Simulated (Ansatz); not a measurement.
## Cl, one cell by several methods

```
Cl
1.0
     3.69244    0.00000    0.00000
    -1.84622    3.19775    0.00000
     0.00000    0.00000    3.95021
Cl
2
Direct
  0.33333 0.66667 0.25000
  0.66667 0.33333 0.75000
```

Atom numbers follow the list: Cl1, Cl2.

The cell was built from the hcp type and relaxed in the same program; it needn't be a known or the stable phase. The listed cell was then made from it by scaling, straining or moving an atom.

Methods: DFT, PBE, PAW with Ansatz's default frozen-core files, scalar-relativistic (Ansatz 0.2.0); DFT, PBE, all-electron LAPW, scalar-relativistic (Ansatz 0.2.0).

For PAW: a Γ-centred 19×19×10 k mesh, Fermi–Dirac smearing of 0.03 eV, cutoff 420 eV, no spin polarisation. LAPW targets a basis error of 1 meV/atom. The Ansatz runs share mesh, smearing and spin set-up. Plane-wave (PAW) pressures include the program's estimate of the Pulay term.

Stress and pressure are positive in compression.

The change that made this cell: volume scaled by 1.02.

PAW results:

```csv
quantity,PAW
pressure (GPa),-0.61
stress xx (GPa),-0.48
stress zz (GPa),-0.87
```

Question: What does full-potential LAPW give for the same quantities?

Answer: 
```csv
quantity,LAPW
pressure (GPa),-0.60
stress xx (GPa),-0.48
stress zz (GPa),-0.85
```
